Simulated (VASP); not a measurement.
# Mg: single point with PBE

Mg:

```
Mg
1.0
     0.00000    2.28349    2.28349
     2.28349    0.00000    2.28349
     2.28349    2.28349    0.00000
Mg
1
Direct
  0.00000 0.00000 0.00000
```

This isn't the form of Mg at room conditions, which is hcp.

```yaml
Program: VASP 6.6.1
Task: single point
Functional: PBE
Potentials_or_basis: VASP PAW PBE potentials, release 64 (Mg)
Cutoff: 520 eV
k_mesh: 16 × 16 × 16
Occupations: gaussian, width 0.1 eV
Spin: no spin polarisation
Dipole_correction: no
Further_INCAR_settings: ALGO = Normal; EDIFF = 1e-07; NBANDS = 7
```

```json
{
 "Pressure": "-1.1 GPa",
 "Band gap on the k mesh": "none (metal or under the smearing width)"
}
```

Levels at points of the mesh, in eV from the Fermi level:
```csv
k point,band 1,band 2,band 3,band 4,band 5,band 6
"(0.00, 0.00, 0.00)",-6.76,12.14,12.14,12.14,13.88,13.88
"(0.50, 0.00, 0.00)",-1.63,-1.28,11.08,11.08,11.74,11.74
"(0.50, 0.50, 0.00)",-0.20,0.78,6.04,6.77,6.77,9.46
```

Run time: 11 s on 1 thread of AMD EPYC 9R45 (Zen 5) (shared host), peak memory 0.12 GiB.
